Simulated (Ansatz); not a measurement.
## Structure relaxation of LiSe2

Theory: DFT PBE, scalar-relativistic, plane waves, PAW (Ansatz 0.2.0). Cutoff 420 eV, Γ-centred k mesh, Gaussian smearing, no spin polarisation in the final step.

The start puts LiSe2 on the 3R molybdenite structure type (R3m, No. 160), with Li in place of Mo, Se in place of S, at a guessed volume.

```xyz
3
Lattice="1.6487 0.9519 6.3835 -1.6487 0.9519 6.3835 0.0000 -1.9037 6.3835" Properties=species:S:1:pos:R:3 pbc="T T T"
Li    0.0000    0.0000    0.0000
Se    0.0000    0.0000   14.3322
Se    0.0000    0.0000   11.2011
```

Steps on the 6×6×6 mesh (3 atoms). 12 of 14 steps are shown, and the free energy counts from the last. Trial steps that were taken back and renewals of the plane-wave basis can be among the rows.

```
step  ΔF (meV/atom) V (Å³/atom) P (GPa) largest force component (eV/Å)
   1          471.0        20.04     1.74                           0.401
   2          431.8        19.63     0.14                           0.251
   3          400.6        18.81     1.01                           0.151
   5          306.8        18.83     2.50                           0.422
   6          222.0        20.03    -0.22                           0.955
   7           59.8        20.11     2.16                           0.842
   8          152.6        21.00     9.44                           3.945
   9           25.6        20.88     2.50                           0.023
  10           14.7        22.13     0.39                           0.004
  12            2.9        22.41     0.82                           0.019
  13            0.0        23.01     0.27                           0.010
  14            0.0        23.01     0.27                           0.010
```

A final relaxation ran on a 12×12×12 mesh. The relaxed crystal, R3m (No. 160):

```
Li Se
1.0
     2.04791    1.18236    4.80668
    -2.04791    1.18236    4.80668
     0.00000   -2.36473    4.80668
Li Se
1 2
Direct
  0.00072 0.00072 0.00072
  0.74843 0.74843 0.74843
  0.58415 0.58415 0.58415
```

```json
{"Volume per atom": "23.3 Å³", "Density": "3.9 g/cm³", "Energy over the elements": "-0.47 eV/atom", "Gap on the 12×12×12 mesh": "0 eV (a metal)"}
```

The zero of energy is the elements' standard structures at the same level; no fitted shifts are applied.

The final run used a 12×12×12 mesh on its 3-atom cell and 0.10 eV smearing. For metals, differences of a few meV/atom aren't resolved. Weakly bound directions are ill-defined at this level, which has no dispersion term.

A structure relaxed within its symmetry needn't be a true minimum.

Cost: 3 runs of about 3.4 core-minutes in all, on Arm Neoverse V1 (shared hosts).